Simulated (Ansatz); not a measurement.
# MgF₂: Mg-25 NMR of the central transition

Cell: a computed structure from the Materials Project (it need not be an observed phase), its atoms then relaxed with PBE in this cell.

Space group P4_2/mnm (No. 136); a = 4.6152, c = 3.0478 Å.

```
site  Wyckoff  site symmetry       x       y       z
  Mg       2a           m.mm  0.5000  0.5000  0.5000
   F       4f           m.2m  0.6971  0.6971  0.0000
```

One atom of each set is listed.

Method: Kohn–Sham DFT in Ansatz, r2SCAN, plane waves and PAW, scalar-relativistic, 500 eV cutoff, Γ-centred 7×7×11 k-points, Fermi–Dirac smearing 0.01 eV.

Mg-25 has I = 5/2 and Q = 199.4 mb (Pyykkö 2018); at 7.05 T its Larmor frequency is ν₀ = 18.4 MHz. Only the quadrupole interaction is simulated: positions count from each site's isotropic chemical shift, and shift anisotropy, dipolar and J coupling are left out.

Problem. Simulate the second-order pattern (static powder, Gaussian broadening 1 kHz) of site Mg (6 F at 1.98–1.99 Å).

Solution. The calculation gives C_Q = 3.51 MHz and η = 0.16, so ν_Q = 0.526 MHz and the centre of gravity lies at -220 ppm (-4.05 kHz).

(offset (kHz), height): (-17.11, 0), (-16.41, 2), (-15.72, 20), (-15.03, 49), (-14.33, 60), (-13.64, 65), (-12.95, 71), (-12.25, 82), (-11.56, 100), (-10.87, 99), (-10.18, 80), (-9.48, 69), (-8.79, 63), (-8.10, 59), (-7.40, 56), (-6.71, 53), (-6.02, 51), (-5.32, 50), (-4.63, 49), (-3.94, 48), (-3.24, 48), (-2.55, 47), (-1.86, 47), (-1.17, 47), (-0.47, 46), (0.22, 41), (0.91, 38), (1.61, 39), (2.30, 41), (2.99, 43), (3.69, 46), (4.38, 51), (5.07, 58), (5.76, 72), (6.46, 96), (7.15, 89), (7.84, 58), (8.54, 21), (9.23, 2), (9.92, 0)
